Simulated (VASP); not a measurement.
# CdTe (F-43m) in VASP: a series of runs

Runs on CdTe. Level: PBE. Tasks: single point.

Program: VASP 6.6.1. These are calculated values, not measurements. Logs are shortened: lines on timing, memory, paths and dates and some standing lists are left out, and cuts for length are marked.

## 1. The crystal as given

Symmetry: F-43m, No. 216, cubic system. Conventional cell: a = 6.410 Å, b = 6.410 Å, c = 6.410 Å, α = 90.00°, β = 90.00°, γ = 90.00°. Te (site symmetry -43m) has 4 Cd at 2.78 Å as nearest neighbours. Around Cd (site symmetry -43m) lie 4 Te at 2.78 Å.

## 2. Single point, PBE, spin-orbit coupling, no magnetisation

Input file INCAR:

```
SYSTEM = CdTe
ALGO = Normal
EDIFF = 1E-8
ENCUT = 750
GGA = PE
GGA_COMPAT = .False.
ISIF = 2
ISMEAR = 0
LASPH = .True.
LCHARG = .False.
LORBIT = 11
LREAL = .False.
LSORBIT = .True.
LWAVE = .False.
MAGMOM = 0 0 0 0 0 0
NBANDS = 34
NELM = 100
PREC = Accurate
SIGMA = 0.02
```

Input file KPOINTS:

```
k-points
0
Gamma
  9 9 9
  0 0 0
```

Input file POSCAR:

```
CdTe
1.0
    0.0000000000      3.2050000000      3.2050000000
    3.2050000000      0.0000000000      3.2050000000
    3.2050000000      3.2050000000      0.0000000000
Te Cd
1 1
Direct
    0.7500000000      0.7500000000      0.7500000000
    0.0000000000      0.0000000000      0.0000000000
```

Potentials or basis: VASP PAW PBE potentials, release 64 (Te, Cd).

Launch:

```bash
> cat potpaw_PBE.64/Te/POTCAR potpaw_PBE.64/Cd/POTCAR > POTCAR
> mpirun -np 1 vasp_ncl > vasp.out
```

OUTCAR:

```text
SYSTEM = CdTe
   EDIFF = 1E-8
   ENCUT = 750
   GGA = PE
   ISIF = 2
   ISMEAR = 0
   LASPH = .True.
   LORBIT = 11
   LREAL = .False.
   LSORBIT = .True.
   NELM = 100
   PREC = Accurate

 ion  position               nearest neighbor table
   1  0.750  0.750  0.750-   2 2.78   2 2.78   2 2.78   2 2.78
   2  0.000  0.000  0.000-   1 2.78   1 2.78   1 2.78   1 2.78

  LATTYP: Found a face centered cubic cell.
 ALAT       =     6.4100000000

  Lattice vectors:

 A1 = (   0.0000000000,   3.2050000000,   3.2050000000)
 A2 = (   3.2050000000,   0.0000000000,   3.2050000000)
 A3 = (   3.2050000000,   3.2050000000,   0.0000000000)

Analysis of symmetry for initial positions (statically):
=====================================================================
 Subroutine PRICEL returns:
 Original cell was already a primitive cell.

 Routine SETGRP: Setting up the symmetry group for a
 face centered cubic supercell.

 Subroutine GETGRP returns: Found 24 space group operations
 (whereof 24 operations were pure point group operations)
 out of a pool of 48 trial point group operations.

The static configuration has the point symmetry T_d .

Analysis of symmetry for dynamics (positions and initial velocities):
=====================================================================
 Subroutine PRICEL returns:
 Original cell was already a primitive cell.

 Routine SETGRP: Setting up the symmetry group for a
 face centered cubic supercell.

 Subroutine GETGRP returns: Found 24 space group operations
 (whereof 24 operations were pure point group operations)
 out of a pool of 48 trial point group operations.

The dynamic configuration has the point symmetry T_d .

Analysis of structural, dynamic, and magnetic symmetry:
=====================================================================
 Subroutine PRICEL returns:
 Original cell was already a primitive cell.

 Routine SETGRP: Setting up the symmetry group for a
 face centered cubic supercell.

 Subroutine GETGRP returns: Found 24 space group operations
 (whereof 24 operations were pure point group operations)
 out of a pool of 48 trial point group operations.

The overall configuration has the point symmetry T_d .

 Subroutine INISYM returns: Found 24 space group operations
 (whereof 24 operations are pure point group operations),
 and found     1 'primitive' translations

----------------------------------------------------------------------------------------

                                     Primitive cell

  volume of cell :      65.8437

  direct lattice vectors                    reciprocal lattice vectors
     0.000000000  3.205000000  3.205000000    -0.156006240  0.156006240  0.156006240
     3.205000000  0.000000000  3.205000000     0.156006240 -0.156006240  0.156006240
     3.205000000  3.205000000  0.000000000     0.156006240  0.156006240 -0.156006240

  length of vectors
     4.532554467  4.532554467  4.532554467     0.270210734  0.270210734  0.270210734

  position of ions in fractional coordinates (direct lattice)
     0.750000000  0.750000000  0.750000000
     0.000000000  0.000000000  0.000000000

  ion indices of the primitive-cell ions
   primitive index   ion index
                 1           1
                 2           2

----------------------------------------------------------------------------------------

 KPOINTS: k-points

Automatic generation of k-mesh.
 Grid dimensions read from file:
 generate k-points for:    9    9    9

 Generating k-lattice:

  Cartesian coordinates                     Fractional coordinates (reciprocal lattice)
[... 77 lines left out ...]
   IALGO  =     38    algorithm
   IMIX   =      4    mixing-type and parameters
     AMIX     =   0.40;   BMIX     =  1.00
     AMIX_MAG =   1.60;   BMIX_MAG =  1.00
  volume/ion in A,a.u.               =      32.92       222.17
  Fermi-wavevector in a.u.,A,eV,Ry     =   1.062497  2.007828 15.359610  1.128899
  Thomas-Fermi vector in A             =   2.197950
   LORBIT       =     11    0 simple, 1 ext, 2 COOP (PROOUT), +10 PAW based schemes
   GGA     = PE    functional components
   LHFCALC =     F    Hartree Fock is set to
   AEXX    =    0.0000 exact exchange contribution
   IVDW    =     0    specifies the selected vdW correction
   LEPSILON=     F    determine dielectric tensor
   LRPA    =     F    only Hartree local field effects (RPA)
 Gauss-broadening in eV      SIGMA  =   0.02
  energy-cutoff  :      750.00
  volume of cell :       65.84
 maximum number of plane-waves:      6238
   NGX = 21   NGY = 21   NGZ = 21

 number of electron      18.0000002 magnetization       0.0000000      0.0000000      0.0000000

 number of electron      18.0000002 magnetization      -0.0000000     -0.0000000     -0.0000000

 number of electron      18.0000002 magnetization      -0.0000000      0.0000000      0.0000000

 number of electron      18.0000002 magnetization       0.0000000     -0.0000000     -0.0000000

 Free energy of the ion-electron system (eV)
  ---------------------------------------------------
  ext. energy  EPLUGINS =         0.00000000
  ---------------------------------------------------
  free energy    TOTEN  =        -4.85306270 eV

  energy without entropy =       -4.85306270  energy(sigma->0) =       -4.85306270

 E-fermi :   3.0691     XC(G=0):  -8.7320

 val. band max:        2.9272521637   @ k =   0.0000   0.0000   0.0000
 cond. band min:       3.5299025244   @ k =   0.0000   0.0000   0.0000
 fundamental gap:      0.6026503606
 Fermi energy:         3.0690508431

 k-point     1 :       0.0000    0.0000    0.0000
  band No.  band energies     occupation
      1      -8.7081      1.00000
      2      -8.7081      1.00000
      3      -6.0572      1.00000
      4      -6.0572      1.00000
      5      -6.0572      1.00000
      6      -6.0572      1.00000
[... 781 lines left out ...]
     29      12.4903      0.00000
     30      12.4903      0.00000

 [... further k-points ...]

 [bands above 30 left out]

------------------------ aborting loop because EDIFF is reached ----------------------------------------

  FORCE on cell =-STRESS in cart. coord.  units (eV):
  Direction    XX          YY          ZZ          XY          YZ          ZX
  --------------------------------------------------------------------------------------
  -------------------------------------------------------------------------------------
  Total        1.8193130      1.8193130      1.8193130      0.0000000      0.0000000      0.0000000
  in kB       44.2694286     44.2694286     44.2694286      0.0000000      0.0000000      0.0000000
  external PRESSURE =      44.2694286 kB  Pullay stress =       0.0000000 kB

 VOLUME and BASIS-vectors are now :
 -----------------------------------------------------------------------------
  energy-cutoff  :      750.00
  volume of cell :       65.84
      direct lattice vectors                 reciprocal lattice vectors
     0.000000000  3.205000000  3.205000000    -0.156006240  0.156006240  0.156006240
     3.205000000  0.000000000  3.205000000     0.156006240 -0.156006240  0.156006240
     3.205000000  3.205000000  0.000000000     0.156006240  0.156006240 -0.156006240

 POSITION                                       TOTAL-FORCE (eV/Angst)
 -----------------------------------------------------------------------------------
      4.80750      4.80750      4.80750        -0.000000     -0.000000     -0.000000
      0.00000      0.00000      0.00000         0.000000      0.000000      0.000000
 -----------------------------------------------------------------------------------
    total drift:                               -0.000000     -0.000000     -0.000000

  FREE ENERGIE OF THE ION-ELECTRON SYSTEM (eV)
  ---------------------------------------------------
  free  energy   TOTEN  =        -4.8530627015 eV

  energy  without entropy=       -4.8530627015  energy(sigma->0) =       -4.85306270

 Spin-Orbit-Coupling matrix elements

 Ion:    1  E_soc:     -0.1923500
 l=   1
     0.0000000    -0.0319771    -0.0319771
    -0.0319771     0.0000000    -0.0319771
    -0.0319771    -0.0319771     0.0000000
 l=   2
     0.0000000    -0.0000318     0.0000000    -0.0000318    -0.0000494
    -0.0000318     0.0000000    -0.0000371    -0.0000318    -0.0000124
     0.0000000    -0.0000371     0.0000000    -0.0000371     0.0000000
    -0.0000318    -0.0000318    -0.0000371     0.0000000    -0.0000124
    -0.0000494    -0.0000124     0.0000000    -0.0000124     0.0000000
 l=   3
     0.0000000     0.0000000     0.0000000     0.0000000     0.0000000     0.0000000     0.0000000
     0.0000000     0.0000000     0.0000000     0.0000000     0.0000000     0.0000000     0.0000000
     0.0000000     0.0000000     0.0000000     0.0000000     0.0000000     0.0000000     0.0000000
     0.0000000     0.0000000     0.0000000     0.0000000     0.0000000     0.0000000     0.0000000
     0.0000000     0.0000000     0.0000000     0.0000000     0.0000000     0.0000000     0.0000000
     0.0000000     0.0000000     0.0000000     0.0000000     0.0000000     0.0000000     0.0000000
     0.0000000     0.0000000     0.0000000     0.0000000     0.0000000     0.0000000     0.0000000

 Ion:    2  E_soc:     -0.0620560
 l=   1
     0.0000000    -0.0033380    -0.0033380
    -0.0033380     0.0000000    -0.0033380
    -0.0033380    -0.0033380     0.0000000
 l=   2
     0.0000000    -0.0014084     0.0000000    -0.0014084    -0.0055963
    -0.0014084     0.0000000    -0.0041972    -0.0014084    -0.0013991
     0.0000000    -0.0041972     0.0000000    -0.0041972     0.0000000
    -0.0014084    -0.0014084    -0.0041972     0.0000000    -0.0013991
    -0.0055963    -0.0013991     0.0000000    -0.0013991     0.0000000
 l=   3
     0.0000000     0.0000000     0.0000000     0.0000000     0.0000000     0.0000000     0.0000000
     0.0000000     0.0000000     0.0000000     0.0000000     0.0000000     0.0000000     0.0000000
     0.0000000     0.0000000     0.0000000     0.0000000     0.0000000     0.0000000     0.0000000
     0.0000000     0.0000000     0.0000000     0.0000000     0.0000000     0.0000000     0.0000000
     0.0000000     0.0000000     0.0000000     0.0000000     0.0000000     0.0000000     0.0000000
     0.0000000     0.0000000     0.0000000     0.0000000     0.0000000     0.0000000     0.0000000
     0.0000000     0.0000000     0.0000000     0.0000000     0.0000000     0.0000000     0.0000000

 total charge

# of ion       s       p       d       tot
------------------------------------------
    1        1.350   2.077   0.024   3.451
    2        0.478   0.338   9.532  10.348
--------------------------------------------------
tot          1.827   2.415   9.556  13.798

 magnetization (x)

# of ion       s       p       d       tot
------------------------------------------
    1        0.000   0.000   0.000   0.000
    2        0.000  -0.000   0.000   0.000
--------------------------------------------------
tot          0.000  -0.000   0.000   0.000

 magnetization (y)

# of ion       s       p       d       tot
------------------------------------------
    1        0.000   0.000  -0.000   0.000
    2        0.000  -0.000   0.000   0.000
--------------------------------------------------
tot          0.000  -0.000  -0.000   0.000

 magnetization (z)

# of ion       s       p       d       tot
------------------------------------------
    1        0.000  -0.000  -0.000  -0.000
    2        0.000   0.000  -0.000   0.000
--------------------------------------------------
tot          0.000   0.000  -0.000   0.000
```

It took 20 min on 1 thread of AMD EPYC 7R43 (Zen 3), shared host; peak memory 0.64 GiB.

What came out:

```
Free energy                                           : -4.8531 eV
Pressure                                              : 4.4 GPa
Valence electrons inside the program's atomic spheres : Te 3.45; Cd 10.35
```

## 3. Single point, PBE, spin-orbit coupling, no magnetisation

INCAR: that of step 2 with these lines changed.

```diff
@@ -2,4 +2,4 @@
 ALGO = Normal
-EDIFF = 1E-8
-ENCUT = 750
+EDIFF = 1E-7
+ENCUT = 650
 GGA = PE
```

Input file KPOINTS:

```
k-points
0
Gamma
  8 8 8
  0 0 0
```

POSCAR is that of step 2.

Potentials or basis: VASP PAW PBE potentials, release 64 (Te, Cd).

Launch:

```bash
> cat potpaw_PBE.64/Te/POTCAR potpaw_PBE.64/Cd/POTCAR > POTCAR
> mpirun -np 1 vasp_ncl > vasp.out
```

Run time: 9.7 min. Hardware: 1 thread of AMD EPYC 7R43 (Zen 3), shared host; peak memory 0.53 GiB.

The run converged, but some of its settings lie outside the range that counts as converged, so its numbers aren't taken as properties of the crystal.

What came out:

```yaml
Free_energy: -4.8523 eV
Pressure: 4.4 GPa
Valence_electrons_inside_the_program's_atomic_spheres: Te 3.45; Cd 10.35
```

## 4. Single point, PBE, spin-orbit coupling, no magnetisation

INCAR: that of step 3 with these lines changed.

```diff
@@ -3,3 +3,3 @@
 EDIFF = 1E-7
-ENCUT = 650
+ENCUT = 400
 GGA = PE
```

Input file KPOINTS:

```
k-points
0
Gamma
  9 9 9
  0 0 0
```

POSCAR is that of step 3.

Launch:

```bash
> cat potpaw_PBE.64/Te/POTCAR potpaw_PBE.64/Cd/POTCAR > POTCAR
> mpirun -np 1 vasp_ncl > vasp.out
```

Wall time 4.5 min (1 thread of AMD EPYC 7R43 (Zen 3), shared host); peak memory 0.32 GiB.

These settings aren't checked as converged: the numbers below hold their error.

What came out:

| Quantity | Value |
| --- | --- |
| Free energy | -4.8509 eV |
| Pressure | 4.1 GPa |
| Valence electrons inside the program's atomic spheres | Te 3.45; Cd 10.34 |
